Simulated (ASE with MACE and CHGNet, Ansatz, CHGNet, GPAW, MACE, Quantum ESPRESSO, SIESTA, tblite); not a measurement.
# Machine-learned potentials runs on AlP(100) slab, H on both faces (108 atoms)

Wanted: machine-learned potentials inputs and outputs for AlP(100) slab, H on both faces (108 atoms), checked against a plane-wave reference.

Main program and level: ASE with MACE and CHGNet; the method is named at each step.

### 1. The starting structure

The cell holds 108 atoms: 36 Al, 36 P and 36 H. Cell: a = 11.589 Å, b = 11.589 Å, c = 21.292 Å, α = 90.0°, β = 90.0°, γ = 90.0°. It derives from AlP (zinc-blende). Zinc-blende AlP (a = 5.463 Å), (100) slab of 8 atomic planes, 3 x 3 surface cells, H on the broken bonds of both faces, 10 Å of vacuum; displaced by a Gaussian of 0.02 Å. Then every atom was moved at random, 0.03 Å r.m.s. a Cartesian component (hydrogen 0.6 of that). Regions: slab, 72 atoms (36 Al and 36 P); hydrogen, 36 atoms (36 H). Vacuum lies along c.

The yardstick, on the same geometry:

* method: Kohn-Sham DFT, PBE, SSSP efficiency 1.3.0 pseudopotentials, plane waves (Quantum ESPRESSO 7.5); sssp-pbe-1.3.0-efficiency, cutoffs 45/360 Ry, Γ point
* r.m.s. force component: 0.6466 eV/Å
* longest force: 3.713 eV/Å
* time: 7.6 min on 4 MPI ranks of Arm Neoverse V2, shared host
* CPU time: 30 min

### 2. MACE MP-0b3 medium potential

Method: machine-learned interatomic potential MACE MP-0b3 medium, trained on PBE(+U) plane-wave data.

run.py reads:

```python
import numpy as np
from ase.io import read
import mlip  # loads the published weights by name

atoms = read("structure.xyz")
atoms.calc = mlip.calc("mace-mp-0b3-medium")
energy = atoms.get_potential_energy()
forces = atoms.get_forces()
print(f"energy {energy:.6f} eV")
print("forces (eV/A)")
for i, (a, f) in enumerate(zip(atoms, forces)):
    print(f"{i:4d} {a.symbol:2s} {f[0]:10.5f} {f[1]:10.5f} {f[2]:10.5f}")
```

structure.xyz reads:

```xyz
108
Lattice="11.58877 0.00000 0.00000 0.00000 11.58877 0.00000 0.00000 0.00000 21.29230" Properties=species:S:1:pos:R:3 pbc="T T T"
Al 3.07705 1.97218 7.18189
P 3.13523 3.87725 5.82302
Al 1.15273 3.90994 9.86813
P 1.21983 1.92953 8.50968
Al 3.08273 1.94541 12.61292
P 3.06372 3.89105 11.29471
Al 1.12191 3.81131 15.45757
P 1.18588 1.97994 14.03205
Al 3.09861 5.77700 7.14101
P 3.09096 7.76876 5.81024
Al 1.17777 7.73226 9.91157
P 1.17359 5.84225 8.52927
Al 3.07241 5.85465 12.66934
P 3.09200 7.70560 11.23637
Al 1.15737 7.71430 15.33897
P 1.21624 5.86114 13.99479
Al 3.08377 9.63792 7.19446
P 3.10081 11.54508 5.78043
Al 1.15030 11.57405 9.96480
P 1.16305 9.69088 8.55631
Al 3.13975 9.69760 12.68702
P 3.12086 0.00997 11.33410
Al 1.18275 11.57567 15.40902
P 1.15691 9.74268 13.97478
Al 6.97273 1.98620 7.12802
P 7.00912 3.83252 5.77618
Al 5.01678 3.85373 9.97757
P 5.00334 1.95456 8.56760
Al 6.94353 1.94691 12.65827
P 6.92649 3.92164 11.25958
Al 4.99198 3.83449 15.38007
P 4.97842 1.91342 13.99628
Al 6.93159 5.82996 7.25429
P 6.92255 7.71024 5.84963
Al 5.04169 7.76494 9.90198
P 4.95826 5.78430 8.50713
Al 6.93066 5.77016 12.66807
P 6.96056 7.74802 11.34326
Al 5.06649 7.73017 15.41541
P 5.07380 5.86658 14.03184
Al 6.88570 9.70003 7.15741
P 6.97146 11.58019 5.86347
Al 5.06035 0.00232 9.88921
P 5.02188 9.62946 8.55972
Al 6.98606 9.56328 12.66253
P 6.99707 0.05586 11.30408
Al 5.03996 0.00058 15.40519
P 4.96799 9.71637 14.07229
Al 10.89414 1.88086 7.16912
P 10.88869 3.86625 5.87540
Al 8.85115 3.82777 9.88027
P 8.95453 1.93857 8.57271
Al 10.82345 1.96233 12.68233
P 10.88186 3.83055 11.33964
Al 8.86506 3.86346 15.37155
P 8.86668 1.89279 14.02311
[... 48 atom lines left out ...]
H 9.70594 11.58158 5.00688
H 0.42832 0.00684 5.05032
H 10.13218 0.02410 16.29138
H 7.55901 11.57475 16.25135
```

On the command line:

```bash
$ OMP_NUM_THREADS=1 python run.py > output.txt
```

Output:

```text
energy -478.495570 eV
forces (eV/A)
   0 Al    0.55259   -0.53740   -0.32256
   1 P    -1.37505   -0.17940   -0.30900
   2 Al    0.08699   -0.26776    0.16016
   3 P    -0.43533   -0.08770    0.44484
   4 Al   -0.11113    0.16661    0.01713
   5 P     0.02657    0.16244   -0.04061
   6 Al    1.10213    0.71493   -1.13973
   7 P    -0.13943   -0.59314    0.15594
   8 Al   -0.27231    0.46073    0.04475
   9 P    -0.92993   -0.49370    0.64692
  10 Al   -0.35808    0.15368    0.13030
  11 P     0.19174   -0.19237   -0.30577
  12 Al    0.69750   -0.28888   -0.36984
  13 P     0.21240    0.68133    0.47426
  14 Al    0.15762    0.79166    0.24459
  15 P    -0.91887   -0.95456    0.44497
  16 Al    0.07771    0.28222    0.12211
  17 P    -0.15219    0.46646    1.50174
  18 Al    0.37008    0.34315   -0.11121
  19 P     0.15220   -0.13580   -0.14621
  20 Al   -0.40519   -0.47610   -0.65003
  21 P    -0.02126   -0.08032   -0.78411
  22 Al   -0.49218    0.52338   -0.37787
  23 P     0.16766   -0.79825    0.47596
[...]
100 H     0.21784    0.00006   -0.35361
 101 H     0.56104    0.00842   -1.04838
 102 H    -0.47668    0.01461    0.22832
 103 H     0.76687    0.02468    0.44263
 104 H    -1.83311   -0.09696   -1.98054
 105 H    -0.22937   -0.02466   -0.67951
 106 H     0.79742   -0.02472    0.40420
 107 H    -0.37651   -0.01370    0.10424
```

Elapsed: 10 s, on 1 thread of Arm Neoverse V2, shared host; peak memory 0.97 GiB.

Banners, paths, timers and routine set-up lines are dropped from the logs unmarked, and long logs keep their key lines alone; longer cuts are marked.

Against the reference:

```
r.m.s. force component                  : 0.5791 eV/Å
r.m.s. difference of force components   : 253.4 meV/Å
longest difference of force vectors     : 713.9 meV/Å
force difference over r.m.s. force      : 39.19 %
slope of forces against the reference's : 0.8244
correlation of force components         : 0.9203
```

Length of the force difference by element (eV/Å):

```csv
element,atoms,mean,most
Al,36,0.42,0.61
H,36,0.44,0.71
P,36,0.42,0.57
```

The surroundings of P50, picked at random, nearest first, numbered as they follow in the input and with coordinates relative to it.

```csv
atom,x,y,z,distance (Å),bonds,Fx,Fy,Fz (eV/Å)
P50,0.00,0.00,0.00,0.00,4,-1.54,0.07,0.12
H98,1.10,0.00,-0.85,1.39,1,-0.01,0.02,-0.65
H97,-1.20,0.00,-0.89,1.49,1,1.32,-0.01,0.47
Al49,0.01,-1.99,1.29,2.37,4,-0.37,0.27,0.19
Al57,-0.03,1.98,1.32,2.38,4,-0.36,-0.60,0.21
H74,2.59,0.01,-0.89,2.74,1,1.58,-0.02,0.39
H86,-2.81,0.04,-0.90,2.95,1,1.02,0.07,-1.37
P4,1.92,-1.94,2.63,3.79,4,-0.44,-0.09,0.44
P12,1.87,1.98,2.65,3.80,4,0.19,-0.19,-0.31
```

Atoms are counted from 1 here, from 0 in the log.

Forces lie 39 % from the reference's, at 0.0045 times its CPU time (on 1 against 4 cores).

### 3. CHGNet 0.3.0 potential

Method: machine-learned interatomic potential CHGNet 0.3.0, trained on PBE(+U) plane-wave data.

Edit run.py of step 2 so:

```diff
@@ -5,3 +5,3 @@
 atoms = read("structure.xyz")
-atoms.calc = mlip.calc("mace-mp-0b3-medium")
+atoms.calc = mlip.calc("chgnet-0.3.0")
 energy = atoms.get_potential_energy()
```

structure.xyz is that of step 2.

Output:

```text
CHGNet v0.3.0 initialized with 412,525 parameters
CHGNet will run on cpu
energy -479.065063 eV
forces (eV/A)
   0 Al    0.33958   -0.26654   -0.48263
   1 P    -0.90310   -0.05925   -0.17118
   2 Al    0.00893   -0.11019    0.13968
   3 P    -0.24024   -0.05121    0.44981
   4 Al   -0.09861    0.13280   -0.03055
   5 P    -0.03615    0.12226   -0.07289
   6 Al    1.47602    0.61597   -1.21462
   7 P    -0.11809   -0.45068    0.03204
   8 Al   -0.15503    0.26760   -0.33997
   9 P    -0.58392   -0.20922    0.54537
  10 Al   -0.15848    0.10102    0.12330
  11 P     0.09074   -0.13037    0.03881
  12 Al    0.47266   -0.16519   -0.16197
  13 P     0.10818    0.41516    0.21063
  14 Al    0.06282    0.51451    0.44792
  15 P    -0.58136   -0.71319    0.32394
  16 Al    0.03593    0.19922   -0.28459
  17 P    -0.05411    0.04921    1.15643
  18 Al    0.23073    0.12719   -0.00365
  19 P     0.10650   -0.02290    0.11827
  20 Al   -0.16782   -0.36178   -0.39222
  21 P    -0.00697   -0.05368   -0.50327
  22 Al   -0.36082    0.37459   -0.17193
  23 P     0.06249   -0.45212    0.32493
[...]
100 H     0.16463    0.00684   -0.22110
 101 H     0.33803    0.02009   -0.63823
 102 H     1.14461    0.01978    0.08228
 103 H    -0.93427   -0.04641    0.25293
 104 H    -0.99091   -0.06183   -1.40014
 105 H    -0.17739   -0.03188   -0.65381
 106 H    -0.77357    0.00124    0.27643
 107 H     1.24701   -0.04072   -0.07336
```

Wall time 3.2 s (1 thread); peak memory 0.84 GiB.

Against the reference:

```yaml
r_m_s_force_component: 0.4713 eV/Å
r_m_s_difference_of_force_components: 457.6 meV/Å
longest_difference_of_force_vectors: 1498 meV/Å
force_difference_over_r_m_s_force: 70.77 %
slope_of_forces_against_the_reference_s: 0.5153
correlation_of_force_components: 0.7069
```

Against the first run (39 %), the force difference from the reference is 71 %, at 0.40 times the CPU time.

### 4. The ladder

Differences are against the plane-wave reference, forces as r.m.s. over components; share is that over the reference's r.m.s. force, slope the least-squares factor from reference forces to these. Total energies of different programs have different zeros and aren't compared.

```csv
run,"Δ force, r.m.s. (meV/Å)",share (%),slope,cores,CPU time,memory (GiB)
reference,-,-,-,4,30 min,6.7
MACE MP-0b3 medium potential,253,39.2,0.824,1,8.1 s,0.97
CHGNet 0.3.0 potential,458,70.8,0.515,1,3.2 s,0.84
```

Times of the machine-learned potentials are mostly Python's start and the loading of weights.

CPU time is summed over cores on a shared host, where runs went side by side, so it is rough. Symmetry, cutoffs, thresholds, outputs and thread counts weren't matched or tuned between programs; memory under MPI is the largest rank's times the ranks.

### 5. Summary of results

- nearest in forces: MACE MP-0b3 medium potential, 39 %
- its CPU time: 8.1 s

Machine-learned potentials differ by 39 % (MACE MP-0b3 medium potential) to 71 % (CHGNet 0.3.0 potential); they were trained on other programs' data. Among those trained on PBE data the slope goes as low as 0.52, with a correlation of 0.71, so directions differ as well as sizes. Machine-learned potentials mimic data converged in k, so the reference's own k-point error enters their differences. Caps of real hydrogen don't mimic the fractional bonds of a polar compound, so surface states and strained caps may belong to the model. The electronic-structure runs sample only Γ, in a cell whose shortest periodic width is 12 Å, which is coarse for a cell with partly filled levels.

[Also dropped from logs without a mark: logging warnings of Python, and SIESTA's first energy breakdown and zero terms.]

[Logs are printed without paths, hosts, clocks, repeated set-up lines and the standing remarks that a program may print on its own settings, such as how far it seeks lower states.]

[Hosts, paths, dates, database ids (printed as entryN), source tags and the programs' standing remarks are cut or masked in the printed files.]
